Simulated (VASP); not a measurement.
Crystal: SrO.

```
Sr O
1.0
     0.00000    2.56630    2.56630
     2.56630    0.00000    2.56630
     2.56630    2.56630    0.00000
Sr O
1 1
Direct
  0.50000 0.50000 0.50000
  0.00000 0.00000 0.00000
```

Base run:

* Program: VASP 6.6.1
* Functional: AM05
* Potentials or basis: VASP PAW PBE potentials, release 64 (Sr_sv, O)
* Cutoff: 520 eV
* k mesh: 9 × 9 × 9
* Occupations: fermi-dirac, width 0.05 eV
* Spin: no spin polarisation

Its results: band gap on the k mesh 3.28 eV, indirect (least direct gap 3.37 eV); pressure 1.0 GPa.

Problem. The run is repeated on the same cell with these changes: functional from AM05 to TPSS. What comes out?

Solution. Band gap on the k mesh 3.40 eV, indirect (least direct gap 3.49 eV); pressure 2.7 GPa.

TPSS gives the wider gap, since meta-GGAs in the generalised Kohn-Sham scheme recover part of the derivative discontinuity.

Caveats: the PAW data sets were made with another functional, which shifts forces and pressure a little.

A k mesh can miss the band edges.

Not every run made on this cell is shown here.
